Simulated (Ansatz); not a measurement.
Is this LiH structure stable?

The cell was found from a structure generator's guess, not taken from experiment.

Method: Ansatz, DFT PBE, scalar-relativistic, plane waves, PAW. Plane waves to 420 eV, a 12×12×2 mesh through Γ for the 10-atom cell and 0.02 eV Gaussian smearing; no spin polarisation.

```cif
data_structure
_symmetry_space_group_name_H-M 'P-3m1'
_symmetry_Int_Tables_number 164
_cell_length_a 2.8125
_cell_length_b 2.8125
_cell_length_c 11.8418
_cell_angle_alpha 90.000
_cell_angle_beta 90.000
_cell_angle_gamma 120.000
_cell_volume 81.12
loop_
_atom_site_label
_atom_site_type_symbol
_atom_site_symmetry_multiplicity
_atom_site_Wyckoff_symbol
_atom_site_fract_x
_atom_site_fract_y
_atom_site_fract_z
_atom_site_occupancy
Li1 Li 2 c 0.00000 0.00000 0.79298 1
Li2 Li 1 a 0.00000 0.00000 0.00000 1
Li3 Li 2 d 0.33333 0.66667 0.40230 1
H1 H 2 d 0.33333 0.66667 0.69541 1
H2 H 2 d 0.66667 0.33333 0.89658 1
H3 H 1 b 0.00000 0.00000 0.50000 1
```

The zero of energy is the elements' standard structures at the same level (H₂ as a molecule); no fitted shifts are applied.

**Question.** These tests were run: energy against the elements; random kick, then relaxation without symmetry; phonons on a 3×3×1 q mesh; elastic tensor. What do they show?

**Answer.**

```json
{"test": "energy against the elements", "result": "−0.395 eV/atom"}
{"test": "random kick, then relaxation without symmetry", "result": "returns"}
{"test": "phonons on a 3×3×1 q mesh", "result": "no imaginary mode on the mesh"}
{"test": "elastic tensor", "result": "least eigenvalue 25 GPa"}
```

It fails none of these tests. Whether a mixture of other phases lies lower isn't tested here.

With hydrogen, zero-point motion can shift formation energies by some tens of meV/atom. The kick test ran on a coarse mesh. The run for the phonons used a 12×12×2 k mesh. The run for the elastic tensor used a 12×12×2 k mesh.
